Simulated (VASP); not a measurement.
**A VASP 6.6.1 single-point calculation on MgO**

INCAR

```
SIGMA = 0.01
GGA = PE
ISMEAR = 2
LREAL = .FALSE.
ISIF = 2
PREC = Accurate
NSW = 0
LCHARG = .FALSE.
IBRION = -1
ENCUT = 520
LWAVE = .FALSE.
LASPH = .TRUE.
NELM = 120
NBANDS = 11
EDIFF = 0.001
```

KPOINTS

```
KPOINTS created by Atomic Simulation Environment
0
Gamma
10 10 10
0 0 0
```

POSCAR

```
Mg O
 1.0000000000000000
     0.0000000000000000    2.1021674154571510    2.1021674154571510
     2.1021674154571510   -0.0000000000000000    2.1021674154571510
     2.1021674154571510    2.1021674154571510    0.0000000000000000
 Mg  O
   1   1
Cartesian
  0.0000000000000000  0.0000000000000000 -0.0000000000000000
  2.1021674154571510  2.1021674154571510  2.1021674154571510
```

The recommended PBE PAW datasets give the neutral cell 8 valence electrons.

Command

```
mpirun -np 1 vasp_std
```

OSZICAR

```
N       E                     dE             d eps       ncg     rms          rms(c)
DAV:   1     0.127035842194E+02    0.12704E+02   -0.46670E+03  1186   0.646E+02
DAV:   2    -0.129623804312E+02   -0.25666E+02   -0.25194E+02  1184   0.136E+02
DAV:   3    -0.134627639993E+02   -0.50038E+00   -0.50006E+00  1238   0.159E+01
DAV:   4    -0.134640039786E+02   -0.12400E-02   -0.12400E-02  1145   0.909E-01
DAV:   5    -0.134640079663E+02   -0.39877E-05   -0.39876E-05   891   0.503E-02    0.722E+00
DAV:   6    -0.119194046089E+02    0.15446E+01   -0.87263E+00  1079   0.163E+01    0.221E+00
DAV:   7    -0.119080867595E+02    0.11318E-01   -0.53175E-02  1124   0.208E+00    0.134E+00
DAV:   8    -0.119029551806E+02    0.51316E-02   -0.27200E-02  1082   0.186E+00    0.234E-01
DAV:   9    -0.119025909506E+02    0.36423E-03   -0.55836E-04   670   0.165E-01
   1 F= -.11902591E+02 E0= -.11902591E+02  d E =-.198070E-87
```

Standard output (part)

```
POSCAR found type information on POSCAR MgO
 POSCAR found :  2 types and       2 ions
 LDA part: xc-table for (Slater+PW92), standard interpolation
 POSCAR, INCAR and KPOINTS ok, starting setup
 WAVECAR not read
 entering main loop
```

From OUTCAR

```
k-points           NKPTS =     47   k-points in BZ     NKDIM =     47   number of bands    NBANDS=     11

   NELECT =       8.0000    total number of electrons

   dimension x,y,z NGX =    24 NGY =   24 NGZ =   24
   dimension x,y,z NGXF=    48 NGYF=   48 NGZF=   48

  energy-cutoff  :      520.00
  volume of cell :       18.58
      direct lattice vectors                 reciprocal lattice vectors
     0.000000000  2.102167415  2.102167415    -0.237849753  0.237849753  0.237849753
     2.102167415  0.000000000  2.102167415     0.237849753 -0.237849753  0.237849753
     2.102167415  2.102167415  0.000000000     0.237849753  0.237849753 -0.237849753

 k-points in reciprocal lattice and weights: KPOINTS created by Atomic Simulation Env
   0.00000000  0.00000000  0.00000000       0.001
   0.10000000  0.00000000  0.00000000       0.008
   0.20000000  0.00000000  0.00000000       0.008
   0.30000000  0.00000000  0.00000000       0.008
   0.40000000  0.00000000  0.00000000       0.008
   0.50000000  0.00000000  0.00000000       0.004
   0.10000000  0.10000000  0.00000000       0.006
   0.20000000  0.10000000  0.00000000       0.024
   ...

 E-fermi :   3.3602

 k-point     1 :       0.0000    0.0000    0.0000
  band No.  band energies     occupation
      1     -14.0702      2.00000
      2       3.2184      2.00000
      3       3.2184      2.00000
      4       3.2185      2.00000
      5       8.0004      0.00000
      6      19.0605      0.00000
      7      19.0605      0.00000
      8      19.0605      0.00000
      9      22.9773      0.00000
     10      24.7776      0.00000
     11      24.7776      0.00000

 k-point     2 :       0.1000    0.0000    0.0000
  band No.  band energies     occupation
      1     -13.9635      2.00000
      2       2.5666      2.00000
      3       3.1504      2.00000
      4       3.1504      2.00000
      5       8.6279      0.00000
      6      17.8058      0.00000
      7      19.3024      0.00000
      8      19.3025      0.00000
      9      24.0563      0.00000
     10      24.0563      0.00000
     11      24.6479      0.00000

 k-point     3 :       0.2000    0.0000    0.0000
  band No.  band energies     occupation
      1     -13.6701      2.00000
      2       1.2420      2.00000
      3       2.9779      2.00000
      4       2.9780      2.00000
      5       9.8233      0.00000
      6      16.2918      0.00000
      7      19.7934      0.00000
      8      19.7934      0.00000
      9      23.3651      0.00000
     10      23.3652      0.00000
     11      25.5777      0.00000

 k-point     4 :       0.3000    0.0000    0.0000
  band No.  band energies     occupation
      1     -13.2742      2.00000
      2      -0.0858      2.00000
      3       2.7752      2.00000
      4       2.7752      2.00000
      5      10.7558      0.00000
      6      15.6116      0.00000
      7      19.9198      0.00000
      8      19.9199      0.00000
      9      23.8071      0.00000
     10      23.8072      0.00000
     11      24.9647      0.00000

 k-point     5 :       0.4000    0.0000    0.0000
  band No.  band energies     occupation
      1     -12.9191      2.00000
      2      -1.0569      2.00000
      3       2.6186      2.00000
      4       2.6186      2.00000
      5      11.1067      0.00000
      6      15.7116      0.00000
      7      19.7100      0.00000
      8      19.7100      0.00000
      9      24.4026      0.00000
     10      25.0637      0.00000
     11      25.0637      0.00000

 ...

  Total        0.7268252      0.7268252      0.7268252      0.0000000     -0.0000000      0.0000000
  in kB       62.6770695     62.6770695     62.6770695      0.0000000     -0.0000000      0.0000000
  external PRESSURE =      62.6770695 kB  Pullay stress =       0.0000000 kB

 POSITION                                       TOTAL-FORCE (eV/Angst)
 -----------------------------------------------------------------------------------
      0.00000      0.00000      0.00000         0.000000      0.000000      0.000000
      2.10217      2.10217      2.10217         0.000000      0.000000      0.000000
 -----------------------------------------------------------------------------------
    total drift:                               -0.000000     -0.000000      0.000000

  FREE ENERGIE OF THE ION-ELECTRON SYSTEM (eV)
  ---------------------------------------------------
  free  energy   TOTEN  =       -11.9025909506 eV

  energy  without entropy=      -11.9025909506  energy(sigma->0) =      -11.90259095
```

It converged. Results: gap between bands v and c on the k mesh 4.78 eV; least direct gap on the k mesh 4.78 eV; pressure 6.3 GPa. Band v is the last that the valence electrons fill when counted band by band, and c is the next.

These settings aren't sound, so the numbers aren't properties of the crystal.

On sound settings PBE gives a gap of 4.78 eV on its mesh and a pressure of 4.9 GPa for the intended cell.

The run took about 5.9 s on one core of a shared host (Intel Xeon Platinum 8488C) and held 0.14 GiB at most.
